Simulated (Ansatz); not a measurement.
## Comparing deformations in TiO$_{2}$

These are results of DFT r2SCAN, scalar-relativistic, plane waves, PAW (Ansatz), not measurements. Settings: plane waves to 500 eV, k-mesh 6×6×10 (Γ-centred), Gaussian smearing 0.05 eV. No spin polarisation. Energies are free energies at this smearing, counted from the undisturbed cell; pressure is positive in compression.

Zero of the scan (relaxed at this level):

```yaml
crystal:
  lattice:
    - [4.59675, 0.00000, 0.00000]
    - [0.00000, 4.59675, 0.00000]
    - [0.00000, 0.00000, 2.95367]
  atoms:
    - { symbol: Ti, position: [0.00000, 0.00000, 0.00000] }
    - { symbol: Ti, position: [0.50000, 0.50000, 0.50000] }
    - { symbol: O, position: [0.30461, 0.30461, 0.00000] }
    - { symbol: O, position: [0.19539, 0.80461, 0.50000] }
    - { symbol: O, position: [0.69539, 0.69539, 0.00000] }
    - { symbol: O, position: [0.80461, 0.19539, 0.50000] }
```

The cell is strained by ε times a Voigt pattern (xx, yy, zz, yz, xz, xy; engineering shear) with fractional coordinates fixed. τ = (1/V0) dE/dε comes from the stress tensor. Of each scan, only the three points used here are listed.

| pattern | ε | τ (GPa) |
| --- | --- | --- |
| (0, 0, 0, 0, 0, 1) | -0.0025 | -0.59 |
| (0, 0, 0, 0, 0, 1) | 0.0000 | 0.00 |
| (0, 0, 0, 0, 0, 1) | 0.0025 | 0.59 |
| (0, 0, 0, 1, 0, 0) | -0.0250 | -3.78 |
| (0, 0, 0, 1, 0, 0) | 0.0000 | 0.00 |
| (0, 0, 0, 1, 0, 0) | 0.0250 | 3.78 |

Q: Which constants do the scans give, and which deformation costs least for the same size of strain tensor?

A: The slope dτ/dε at zero (parabola through three points) is pᵀCp: (0, 0, 0, 0, 0, 1) gives C66 = 237 GPa; (0, 0, 0, 1, 0, 0) gives C44 = 151 GPa. The size of the strain tensor, ε:ε, is ε² times 0.5, 0.5. Per unit of it the stiffnesses are 474, 302 GPa, so (0, 0, 0, 1, 0, 0) is the softest of these: at ε:ε = (1 %)² the quadratic term costs 0.98 meV/atom against 1.54 for the stiffest. These are clamped-ion values.

Forces appear on the atoms along this scan, and letting them relax would lower the energy and soften the response.

Cost: 15 runs of about 12 core-minutes in all, on Intel Xeon Processor @ 2.50GHz (Skylake/Cascade Lake) (shared hosts).